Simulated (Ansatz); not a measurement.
Set up this calculation in Ansatz 0.2.0, as the native input.

```
Task                : single point
Functional          : PBE
Potentials or basis : Ansatz PAW
Cutoff              : 420 eV (not typed: the program's choice for these potentials)
k mesh              : 8 × 8 × 10
Occupations         : gaussian, width 0.027 eV
Spin                : no spin polarisation
```

The system is Si.

```
CELL_PARAMETERS angstrom
4.12095 0.00000 0.00000
-2.06047 3.56885 0.00000
0.00000 0.00000 2.65479
ATOMIC_POSITIONS crystal
Si 0.33333 0.66667 0.50000
Si 0.66667 0.33333 0.50000
```

The cell was built by a generator and needn't be a form met in nature.

These files were run (other wordings do the same):

input.yaml

```yaml
crystal:
  lattice:
    - [4.12095, 0.0, 0.0]
    - [-2.06047, 3.56885, 0.0]
    - [0.0, 0.0, 2.65479]
  atoms:
    - { symbol: Si, position: [0.33333, 0.66667, 0.5] }
    - { symbol: Si, position: [0.66667, 0.33333, 0.5] }
hamiltonian:
  xc: pbe
  pseudopotentials: { kind: paw }
kpoints:
  mp_grid: { grid: [8, 8, 10] }
scf:
  occupations: { method: gaussian, width: 0.027 }
output:
  forces: true
  stress: true
  eigenvalues: true
  write_density: true
  write_potential: true
  elf: true
  volumetric_format: npy
```

Potentials or basis: Ansatz PAW.

Command:

```bash
$ ansatz run input.yaml --threads 2 --pin off --max-ram 5632MiB --backend cpu --events-out ev --progress --plain --runs-dir out
```

Results of the run:

| Item | Value |
| --- | --- |
| Pressure | 0.0 GPa |
| Band gap on the k mesh | none (metal or under the smearing width) |

Wall time 0.98 s on 2 threads of Arm Neoverse V1, with other jobs on the host, peak memory 0.29 GiB.
